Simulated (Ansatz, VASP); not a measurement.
## Te in VASP and in Ansatz

```xyz
5
Lattice="5.3909 -0.0923 -0.0158 1.9080 5.0491 0.0109 1.3803 0.8709 6.6306" Properties=species:S:1:pos:R:3 pbc="T T T"
Te    4.1469    4.6526    4.4631
Te    5.9198    2.1037    4.5347
Te    2.7595    3.7240    2.0909
Te    2.6955   -0.0461   -0.0079
Te    4.5324    1.1751    2.1625
```

Alike in both runs: functional PBE; k mesh 8 × 8 × 6; occupations gaussian, width 0.1 eV; no spin polarisation.

Ansatz relaxed the structure, and its values are those at the end. VASP's run is a single point on that final structure, the one shown.

|  | VASP | Ansatz |
| --- | --- | --- |
| version | VASP 6.6.1 | Ansatz 0.2.0 |
| potentials or method | VASP PAW PBE potentials, release 64 (Te) | scalar-relativistic, plane waves, PAW |
| plane-wave cutoff (eV) | 520 | 420 |
| valence electrons in the cell | 30 | 80 |

Ansatz gave:

- gap on the k mesh at the Fermi level (eV): none
- pressure (GPa): 0.0
- rms of the force components (eV/Å): 0.002

Problem. What did VASP give for the same quantities?

Solution. gap on the k mesh at the Fermi level (eV): none; pressure (GPa): 0.0; rms of the force components (eV/Å): 0.005.

A gap of «none» marks a metal or a gap that the smearing closes. The functional is the same, so the differences come from potentials, cutoffs and numerics. The two sets of potentials don't hold the same shells in valence.

The runs have no spin-orbit coupling, so splittings on Te are missing.
